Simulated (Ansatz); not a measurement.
# Sn (Fd-3m) in Ansatz: a series of runs

Aim: see how the results for Sn move with the level of theory and the settings. Levels: PBE+D3(BJ), PBE+D4. Tasks: relaxation of cell and atoms.

Everything below comes from runs of Ansatz 0.2.0. Logs are shortened: lines on timing, memory, paths and dates and some standing lists are left out, and cuts for length are marked.

**1. Starting point**

Symmetry: Fd-3m, No. 227, cubic system. Conventional cell: a = 6.467 Å, b = 6.467 Å, c = 6.467 Å, α = 90.00°, β = 90.00°, γ = 90.00°. Sn (site symmetry -43m) has 4 Sn at 2.80 Å as nearest neighbours.

This isn't the form of Sn at room conditions, which is tetragonal (white tin).

**2. Relaxation of cell and atoms, PBE+D3(BJ)**

File input.yaml:

```yaml
crystal:
  lattice:
    - [0.0, 3.2333428, 3.2333428]
    - [3.2333428, 0.0, 3.2333428]
    - [3.2333428, 3.2333428, 0.0]
  atoms:
    - { symbol: Sn, position: [0.75, 0.75, 0.75] }
    - { symbol: Sn, position: [0.5, 0.5, 0.5] }
hamiltonian:
  xc: pbe
  pseudopotentials: { kind: paw }
  dispersion: d3bj
kpoints:
  mp_grid: { grid: [7, 7, 7] }
scf:
  occupations: { method: fermi_dirac, width: 0.05 }
output:
  forces: true
  stress: true
relax:
  f_tol: 0.01
  max_steps: 40
  cell: { stress_tol: 0.05 }
```

Potentials or basis: Ansatz PAW.

Launch:

```sh
> ansatz run input.yaml --threads 2 --pin off --max-ram 5632MiB --backend cpu --events-out ev --progress --plain --runs-dir out
```

Output:

```text
Warning: RAYON_NUM_THREADS=2 ignored (pool sized by the plan → 2); use --threads N
Engine: ansatz 0.2.0, x86_64-unknown-linux-gnu
Pseudopotentials: kind: paw
Pseudopotential: Sn, paw, valence charge 14, recommended cutoff 420 eV (normal), Sn.paw.azcp
Functional definition: PBE
  parameter kappa = 0.804
  parameter beta = 0.06672455060314922
  exchange = pbe_x(kappa = kappa, mu = beta*pi^2/3)
  correlation = pbe_c(beta = beta)
Crystal: 2 atoms, lattice volume = 67.606 Å³
Basis set: ecut = 420 eV, 1363 PW (Γ), exchange–correlation on 64×64×64 points (8 copies of the dense FFT grid, shifted against one another)
Bands: 18, of which v1, the nominal top of the filled ones, is band 14 counted from 1 (13 counted from 0)
Symmetry: 48 space group operations
Space group: Fd-3m (ITA 227), of the structure as read, at distance tolerance 4.1e-5 Å
k-points: 20 of 343
Non-local potential: Sn, projectors of the file, l = 0: 2, l = 1: 2, l = 2: 2, l = 3: 2
PAW form: soft (Blöchl's): semilocal exchange-correlation on the pseudo side does not see the compensation charge
PAW one-centre angular grid: Sn, 590 points (default); XC on 64 Gauss nodes
Initial density: superposition of atomic densities (neutral atoms: chi_scale 0, normalization atom), corrected by the library's trained network
Initial wavefunctions: pseudopotential atomic-orbital guess
Functional: x = pbe(κ = 0.804, μ = 0.2195149727645171), c = pbe(β = 0.06672455060314922)
SCF iter   1: F=—  HF=-12048.965784 eV  |F-HF|=—  |Δ(HF+E_count)|=         —  Δρ=6.68e-4  dr2=2.55e-4  ethr=1.77e-3  ⟨swp⟩=6.1  Hψ=1934  notcnv=0
preconditioner: auto → none  [insulator: Δε(μ)=0.324 eV  Ē_g=20.191 eV  σ=0.050 eV  W_gap=0.78  n_scr=14 (ndim 8)  ℏωp=23.9 eV  f_vac=0.091  D(μ)=0.21/eV (n_scr^D=0)  ε∞_Penn≈2.4]
SCF iter   2: F=—  HF=-12048.964775 eV  |F-HF|=—  |Δ(HF+E_count)|=   1.01e-3  Δρ=4.20e-4  dr2=1.42e-4  ethr=9.12e-7  ⟨swp⟩=2.0  Hψ=817  notcnv=0
SCF iter   3: F=—  HF=-12048.964839 eV  |F-HF|=—  |Δ(HF+E_count)|=   6.44e-5  Δρ=1.34e-4  dr2=1.08e-5  ethr=5.07e-7  ⟨swp⟩=2.0  Hψ=639  notcnv=0
SCF iter   4: F=—  HF=-12048.964885 eV  |F-HF|=—  |Δ(HF+E_count)|=   4.55e-5  Δρ=6.27e-5  dr2=2.26e-6  ethr=3.87e-8  ⟨swp⟩=2.0  Hψ=443  notcnv=0
SCF iter   5: F=—  HF=-12048.964892 eV  |F-HF|=—  |Δ(HF+E_count)|=   7.98e-6  Δρ=3.22e-5  dr2=4.91e-7  ethr=8.09e-9  ⟨swp⟩=2.0  Hψ=443  notcnv=0
SCF iter   6: F=-12048.964892 eV  HF=-12048.964892 eV  |F-HF|=4.24e-8  |Δ(HF+E_count)|=   6.42e-9  Δρ=9.21e-6  dr2=3.82e-8  ethr=3.57e-10  ⟨swp⟩=3.5  Hψ=1451  notcnv=0
SCF 1 converged in 6 iterations: F = -12048.964892 eV  dr2 = 3.82e-8
relax step   1: F+E_penalty+E_count = -12048.96489244 eV  Δ(F+E_penalty+E_count) = +0.000e0 eV  max|allowed force component| = 5.782e-18 eV/Å  Δτ_max = 0.0000 Å  P = +2.203 GPa  Ω = 67.606 Å³  (6 SCF iters, dr2 threshold 1.00e-7 eV, accepted)
Crystal: 2 atoms, lattice volume = 73.020 Å³
Basis set: ecut = 420 eV, 1411 PW (Γ), exchange–correlation on 64×64×64 points (8 copies of the dense FFT grid, shifted against one another)
Initial density: handed on by an earlier stage of this run
Initial wavefunctions: those handed on with the density
iter 1 solved again at ethr=1.45e-5 eV; its pass at ethr=3.10e-3 eV (dr2=4.07e-3 eV) is discarded
SCF iter   1: F=—  HF=-12048.978855 eV  |F-HF|=—  |Δ(HF+E_count)|=         —  Δρ=2.22e-3  dr2=4.03e-3  ethr=1.45e-5  ⟨swp⟩=2.5  Hψ=2521  notcnv=0
preconditioner: auto → none  [insulator: Δε(μ)=0.142 eV  Ē_g=19.922 eV  σ=0.050 eV  W_gap=0.51  n_scr=14 (ndim 8)  ℏωp=23.0 eV  f_vac=0.125  D(μ)=0.39/eV (n_scr^D=0)  ε∞_Penn≈2.3]
SCF iter   2: F=—  HF=-12048.979638 eV  |F-HF|=—  |Δ(HF+E_count)|=   7.83e-4  Δρ=1.13e-3  dr2=9.39e-4  ethr=1.44e-5  ⟨swp⟩=1.4  Hψ=369  notcnv=0
SCF iter   3: F=—  HF=-12048.980098 eV  |F-HF|=—  |Δ(HF+E_count)|=   4.60e-4  Δρ=1.08e-4  dr2=4.73e-6  ethr=3.35e-6  ⟨swp⟩=2.0  Hψ=439  notcnv=0
SCF iter   4: F=—  HF=-12048.980104 eV  |F-HF|=—  |Δ(HF+E_count)|=   6.00e-6  Δρ=3.40e-5  dr2=7.04e-7  ethr=7.14e-10  ⟨swp⟩=5.8  Hψ=1399  notcnv=0
SCF iter   5: F=-12048.980104 eV  HF=-12048.980104 eV  |F-HF|=2.19e-8  |Δ(HF+E_count)|=   2.68e-7  Δρ=3.83e-6  dr2=1.70e-8  ethr=7.14e-10  ⟨swp⟩=5.0  Hψ=1357  notcnv=0
SCF 2 converged in 5 iterations: F = -12048.980104 eV  dr2 = 1.70e-8
relax step   2: F+E_penalty+E_count = -12048.98010422 eV  Δ(F+E_penalty+E_count) = -1.521e-2 eV  max|allowed force component| = 9.252e-18 eV/Å  Δτ_max = 0.0000 Å  P = -0.984 GPa  Ω = 73.020 Å³  energy of the carried Pulay correction = -9.389e-4 eV  (5 SCF iters, dr2 threshold 2.00e-7 eV, accepted)
Crystal: 2 atoms, lattice volume = 71.259 Å³
iter 1 solved again at ethr=1.44e-6 eV; its pass at ethr=3.10e-3 eV (dr2=4.02e-4 eV) is discarded
SCF iter   1: F=—  HF=-12048.986508 eV  |F-HF|=—  |Δ(HF+E_count)|=         —  Δρ=7.19e-4  dr2=4.02e-4  ethr=1.44e-6  ⟨swp⟩=2.6  Hψ=2477  notcnv=0
preconditioner: auto → none  [insulator: Δε(μ)=0.190 eV  Ē_g=20.006 eV  σ=0.050 eV  W_gap=0.62  n_scr=14 (ndim 8)  ℏωp=23.3 eV  f_vac=0.091  D(μ)=0.31/eV (n_scr^D=0)  ε∞_Penn≈2.4]
SCF iter   2: F=—  HF=-12048.986558 eV  |F-HF|=—  |Δ(HF+E_count)|=   4.99e-5  Δρ=3.60e-4  dr2=8.89e-5  ethr=1.43e-6  ⟨swp⟩=1.0  Hψ=360  notcnv=0
SCF iter   3: F=—  HF=-12048.986585 eV  |F-HF|=—  |Δ(HF+E_count)|=   2.67e-5  Δρ=3.47e-5  dr2=4.57e-7  ethr=3.17e-7  ⟨swp⟩=2.0  Hψ=439  notcnv=0
SCF iter   4: F=-12048.986585 eV  HF=-12048.986585 eV  |F-HF|=6.05e-8  |Δ(HF+E_count)|=   4.83e-7  Δρ=9.97e-6  dr2=6.04e-8  ethr=7.14e-10  ⟨swp⟩=5.1  Hψ=1354  notcnv=0
SCF 3 converged in 4 iterations: F = -12048.986585 eV  dr2 = 6.04e-8
relax step   3: F+E_penalty+E_count = -12048.98658534 eV  Δ(F+E_penalty+E_count) = -6.481e-3 eV  max|allowed force component| = 2.082e-17 eV/Å  Δτ_max = 0.0000 Å  P = -0.117 GPa  Ω = 71.259 Å³  energy of the carried Pulay correction = -6.414e-4 eV  (4 SCF iters, dr2 threshold 2.00e-7 eV, accepted)
Crystal: 2 atoms, lattice volume = 71.028 Å³
iter 1 solved again at ethr=6.36e-8 eV; its pass at ethr=3.10e-3 eV (dr2=1.78e-5 eV) is discarded
SCF iter   1: F=—  HF=-12048.986703 eV  |F-HF|=—  |Δ(HF+E_count)|=         —  Δρ=9.37e-5  dr2=7.04e-6  ethr=6.36e-8  ⟨swp⟩=3.0  Hψ=2197  notcnv=0
preconditioner: auto → none  [insulator: Δε(μ)=0.199 eV  Ē_g=20.017 eV  σ=0.050 eV  W_gap=0.64  n_scr=14 (ndim 8)  ℏωp=23.3 eV  f_vac=0.096  D(μ)=0.30/eV (n_scr^D=0)  ε∞_Penn≈2.4]
SCF iter   2: F=—  HF=-12048.986703 eV  |F-HF|=—  |Δ(HF+E_count)|=   4.75e-7  Δρ=4.82e-5  dr2=1.64e-6  ethr=2.51e-8  ⟨swp⟩=1.2  Hψ=365  notcnv=0
SCF iter   3: F=-12048.986704 eV  HF=-12048.986704 eV  |F-HF|=1.97e-9  |Δ(HF+E_count)|=   7.73e-7  Δρ=4.09e-6  dr2=1.23e-8  ethr=1.22e-10  ⟨swp⟩=3.8  Hψ=1478  notcnv=0
SCF 4 converged in 3 iterations: F = -12048.986704 eV  dr2 = 1.23e-8
relax step   4: F+E_penalty+E_count = -12048.98670366 eV  Δ(F+E_penalty+E_count) = -1.183e-4 eV  max|allowed force component| = 3.007e-17 eV/Å  Δτ_max = 0.0000 Å  P = +0.008 GPa  Ω = 71.028 Å³  energy of the carried Pulay correction = -6.019e-4 eV  (3 SCF iters, dr2 threshold 3.40e-8 eV, accepted)
Initial wavefunctions: pseudopotential atomic-orbital guess (no wavefunctions were taken with the density)
iter 1 solved again at ethr=3.05e-7 eV; its pass at ethr=3.10e-3 eV (dr2=8.54e-5 eV) is discarded
SCF iter   1: F=—  HF=-12048.987270 eV  |F-HF|=—  |Δ(HF+E_count)|=         —  Δρ=4.53e-5  dr2=2.66e-7  ethr=3.05e-7  ⟨swp⟩=2.8  Hψ=2784  notcnv=0
SCF iter   2: F=—  HF=-12048.987271 eV  |F-HF|=—  |Δ(HF+E_count)|=   1.48e-6  Δρ=2.00e-5  dr2=5.16e-8  ethr=9.51e-10  ⟨swp⟩=2.2  Hψ=644  notcnv=0
SCF iter   3: F=—  HF=-12048.987271 eV  |F-HF|=—  |Δ(HF+E_count)|=   1.25e-7  Δρ=6.24e-6  dr2=4.04e-9  ethr=1.84e-10  ⟨swp⟩=2.0  Hψ=442  notcnv=0
SCF iter   4: F=—  HF=-12048.987271 eV  |F-HF|=—  |Δ(HF+E_count)|=   1.64e-8  Δρ=6.63e-7  dr2=1.11e-10  ethr=1.44e-11  ⟨swp⟩=2.0  Hψ=640  notcnv=0
SCF iter   5: F=-12048.987271 eV  HF=-12048.987271 eV  |F-HF|=1.82e-12  |Δ(HF+E_count)|=  1.53e-10  Δρ=8.39e-8  dr2=2.45e-12  ethr=1.00e-12  ⟨swp⟩=6.5  Hψ=1451  notcnv=0
SCF 5 converged in 5 iterations: F = -12048.987271 eV  dr2 = 2.45e-12
relax step   5: F+E_penalty+E_count = -12048.98727138 eV  Δ(F+E_penalty+E_count) = -5.677e-4 eV  max|allowed force component| = 1.156e-17 eV/Å  Δτ_max = 0.0000 Å  P = +0.005 GPa  Ω = 71.028 Å³  stress off target by 4.83e-3 GPa  SCF on the basis re-selected at this cell (its energy is not comparable with the rows above)  (5 SCF iters)
basis re-selected at this cell: Δ(F+E_penalty+E_count) = -5.677e-4 eV, ΔP = -0.003 GPa vs the last step (what re-selecting the basis moved, of the pressure what is left beyond the Pulay correction that the steps carried, after the strain that the cell walked since its last selection, with what the two solves' SCF thresholds leave and, on support functions, any second-order correction that the steps lacked; it is no measure of the basis error at this ecutwfc). This SCF's stress stands 4.83e-3 GPa from its target on what of the cell is left free (relax.cell.stress_tol is 5.00e-2 GPa) and its largest allowed force component is 1.16e-17 eV/Å (relax.f_tol is 1.00e-2 eV/Å): within both
SCF converged after 5 iterations
Free energy (F): -12048.987271 eV
Harris-Foulkes:  -12048.987271 eV  (|F-HF|=1.82e-12)
Internal energy: -12048.984732 eV  (E = F + TS)
E sigma→0 (E₀):  -12048.986002 eV
Entropy (-TS):   -0.002539 eV (-1.270 meV/atom)
Fermi energy:    7.264867 eV
--- Per-component energies (eV) ---
  E_band       = -259.391952
  E_kinetic    = 373.994203
  E_local      = -2349.347547  (includes V_loc(G=0)·N_el)
  E_nonlocal   = -64.010004
  E_hartree    = 1343.104133
  E_xc         = -763.801449
  E_vxc        = -190.639449  (∫ρ·V_xc dr)
  E_paw        = -8275.689911  (= ΣΔE_a)
  E_vpaw       = -715.597371  (= ΣTr[D̂ρ^β])
  E_aug_tail   = -0.000001  (compensation charges beyond the density's cutoff)
  E_ewald      = -2312.645023
  E_disp       = -0.589133  (pairwise vdW)
  E_smearing   = -0.002539  (= −TS)
  E_closure    = 0.000000  (closes the sum)
  Σ components = -12048.987271   (vs F -12048.987271, Δ=0.00e0)
--- Forces (eV/Å), atoms counted from 1 ---
  atom   1  Sn     0.00000000     0.00000000     0.00000000
  atom   2  Sn     0.00000000    -0.00000000    -0.00000000
  max |Σ_I F_I| component: 2.78e-17 eV/Å
--- Stress (GPa, compression-positive) ---
        0.004828      -0.000000      -0.000000
       -0.000000       0.004828       0.000000
       -0.000000      -0.000000       0.004828
  P = ⅓ Tr σ = 0.0048 GPa (0.048 kbar)
--- Relaxed structure (4 steps of the walk, 4 accepted, 1 SCFs on fresh bases) ---
  F+E_penalty+E_count = -12048.98727138 eV   max|allowed force component| = 1.156e-17 eV/Å   (the final SCF, on the basis selected at the relaxed cell)
  cell:  # Å, volume = 71.0279 Å³
    - [4.076297626316472e-34, 3.286999158376522, 3.286999158376522]
    - [3.286999158376522, -3.566760423026914e-34, 3.286999158376522]
    - [3.286999158376522, 3.286999158376522, -9.681206862501623e-34]
  atoms:
    - { symbol: Sn, position: [0.7500000000000001, 0.7500000000000001, 0.7500000000000001] }
    - { symbol: Sn, position: [0.5, 0.5, 0.5] }
```

It took 14 s on 2 threads of Intel Xeon at 2.50GHz (Skylake/Cascade Lake), shared host; peak memory 0.36 GiB.

Results:

```
Free energy                            : -12048.9873 eV
Relaxed volume                         : 35.51 Å³/atom
Relaxed cell                           : a = 4.649 Å, b = 4.649 Å, c = 4.649 Å, α = 60.00°, β = 60.00°, γ = 60.00°
Space group after relaxing (to 0.05 Å) : Fd-3m (No. 227)
Energy gained by relaxing              : 11.2 meV/atom
Ionic steps                            : 5
Pressure after relaxing                : 0.0 GPa
```

The path:
| step | energy change (eV) | largest force (eV/Å) | volume (Å³) |
| --- | --- | --- | --- |
| 1 | 0.0000 | 0.0000 | 67.61 |
| 2 | -0.0152 | 0.0000 | 73.02 |
| 3 | -0.0217 | 0.0000 | 71.26 |
| 4 | -0.0218 | 0.0000 | 71.03 |
| 5 | -0.0224 | 0.0000 | 71.03 |

Final structure:
```cif
data_structure
_symmetry_space_group_name_H-M 'P 1'
_symmetry_Int_Tables_number 1
_cell_length_a 4.6485
_cell_length_b 4.6485
_cell_length_c 4.6485
_cell_angle_alpha 60.000
_cell_angle_beta 60.000
_cell_angle_gamma 60.000
_cell_volume 71.03
loop_
_atom_site_label
_atom_site_type_symbol
_atom_site_fract_x
_atom_site_fract_y
_atom_site_fract_z
_atom_site_occupancy
Sn1 Sn 0.75000 0.75000 0.75000 1
Sn2 Sn 0.50000 0.50000 0.50000 1
```

Caveat: the plane-wave basis is chosen anew once the cell has moved, so the energies of steps on either side of that aren't comparable. Zero-point motion and thermal expansion aren't in these numbers.

**3. Relaxation of cell and atoms, PBE+D4**

Changes to input.yaml since step 2:

```diff
@@ -11,3 +11,3 @@
   pseudopotentials: { kind: paw }
-  dispersion: d3bj
+  dispersion: d4
 kpoints:
@@ -19,2 +19,6 @@
   stress: true
+  write_density: true
+  write_potential: true
+  elf: true
+  volumetric_format: npy
 relax:
```

Potentials or basis: Ansatz PAW.

Launch:

```sh
> ansatz run input.yaml --threads 2 --pin off --max-ram 5632MiB --backend cpu --events-out ev --progress --plain --runs-dir out
```

Output:

```text
Warning: RAYON_NUM_THREADS=2 ignored (pool sized by the plan → 2); use --threads N
[... 8 set-up lines as earlier in the session ...]
Crystal: 2 atoms, lattice volume = 67.606 Å³
Basis set: ecut = 420 eV, 1363 PW (Γ), exchange–correlation on 64×64×64 points (8 copies of the dense FFT grid, shifted against one another)
Bands: 18, of which v1, the nominal top of the filled ones, is band 14 counted from 1 (13 counted from 0)
[... 2 set-up lines as earlier in the session ...]
k-points: 20 of 343
[... 6 set-up lines as earlier in the session ...]
SCF iter   1: F=—  HF=-12049.030154 eV  |F-HF|=—  |Δ(HF+E_count)|=         —  Δρ=6.68e-4  dr2=2.55e-4  ethr=1.77e-3  ⟨swp⟩=6.1  Hψ=1934  notcnv=0
[... 60 lines left out ...]
  E_local      = -2344.673410  (includes V_loc(G=0)·N_el)
  E_nonlocal   = -63.994696
  E_hartree    = 1341.325405
  E_xc         = -763.837343
  E_vxc        = -190.692823  (∫ρ·V_xc dr)
  E_paw        = -8275.728443  (= ΣΔE_a)
  E_vpaw       = -715.658175  (= ΣTr[D̂ρ^β])
  E_aug_tail   = -0.000001  (compensation charges beyond the density's cutoff)
  E_ewald      = -2315.579597
  E_disp       = -0.653080  (pairwise vdW)
  E_smearing   = -0.002443  (= −TS)
  E_closure    = 0.000000  (closes the sum)
  Σ components = -12049.048620   (vs F -12049.048620, Δ=0.00e0)
--- Forces (eV/Å), atoms counted from 1 ---
  atom   1  Sn     0.00000000     0.00000000     0.00000000
  atom   2  Sn    -0.00000000    -0.00000000     0.00000000
  max |Σ_I F_I| component: 1.85e-17 eV/Å
--- Stress (GPa, compression-positive) ---
        0.003393       0.000000      -0.000000
        0.000000       0.003393      -0.000000
        0.000000       0.000000       0.003393
  P = ⅓ Tr σ = 0.0034 GPa (0.034 kbar)
--- Band table (eV; the first three rows and the last of 20) ---
  k-point 0: bands = ["-14.2222", "-14.2222", "-14.2222", "-14.1675", "-14.1675", "-13.8852", "-13.8852", "-13.8852", "-13.8803", "-13.8803", "-2.9789", "6.5212", "7.4816", "7.4816", "7.4816", "9.5504", "9.5504", "9.5504"]
  k-point 1: bands = ["-14.2341", "-14.2341", "-14.2177", "-14.1506", "-14.1506", "-13.9102", "-13.9102", "-13.8908", "-13.8585", "-13.8585", "-2.7893", "4.9036", "7.1484", "7.1484", "7.8978", "9.9821", "9.9821", "10.3758"]
  k-point 2: bands = ["-14.2483", "-14.2483", "-14.2072", "-14.1264", "-14.1264", "-13.9317", "-13.9317", "-13.9036", "-13.8427", "-13.8427", "-2.2519", "2.9252", "6.6545", "6.6545", "7.5957", "10.5124", "10.5124", "12.2802"]
  k-point 19: bands = ["-14.2887", "-14.2773", "-14.1238", "-14.0622", "-14.0465", "-14.0173", "-14.0121", "-13.9641", "-13.8089", "-13.7977", "-0.3814", "0.4873", "4.2247", "4.9977", "9.5775", "11.2148", "11.8707", "11.9136"]
--- Relaxed structure (4 steps of the walk, 4 accepted, 1 SCFs on fresh bases) ---
  F+E_penalty+E_count = -12049.04862005 eV   max|allowed force component| = 6.014e-17 eV/Å   (the final SCF, on the basis selected at the relaxed cell)
  cell:  # Å, volume = 70.7582 Å³
    - [6.4647532667362815e-34, 3.2828334878506156, 3.2828334878506156]
    - [3.2828334878506156, 7.770442350165775e-34, 3.2828334878506156]
    - [3.2828334878506156, 3.2828334878506156, 3.534914347821316e-34]
  atoms:
    - { symbol: Sn, position: [0.75, 0.75, 0.75] }
    - { symbol: Sn, position: [0.5, 0.5, 0.5] }
```

Run time: 18 s. Hardware: 2 threads of Intel Xeon at 2.50GHz (Skylake/Cascade Lake), shared host; peak memory 0.36 GiB.

What came out:

```yaml
Free_energy: -12049.0486 eV
Relaxed_volume: 35.38 Å³/atom
Relaxed_cell: a = 4.643 Å, b = 4.643 Å, c = 4.643 Å, α = 60.00°, β = 60.00°, γ = 60.00°
Space_group_after_relaxing_to_0.05_Å: Fd-3m (No. 227)
Energy_gained_by_relaxing: 9.7 meV/atom
Ionic_steps: 5
Pressure_after_relaxing: 0.0 GPa
Band_gap_on_the_k_mesh: none (metal or under the smearing width)
```

The path:
```
step  energy change (eV)  largest force (eV/Å)  volume (Å³)
   1              0.0000                0.0000        67.61
   2             -0.0126                0.0000        72.66
   3             -0.0187                0.0000        70.95
   4             -0.0188                0.0000        70.76
   5             -0.0194                0.0000        70.76
```

Final structure:
```xyz
2
Lattice="0.0000 3.2828 3.2828 3.2828 0.0000 3.2828 3.2828 3.2828 0.0000" Properties=species:S:1:pos:R:3 pbc="T T T"
Sn    4.9243    4.9243    4.9243
Sn    3.2828    3.2828    3.2828
```

Caveat: the plane-wave basis is chosen anew once the cell has moved, so the energies of steps on either side of that aren't comparable; pairwise dispersion overbinds metals, which lowers pressure and volume.
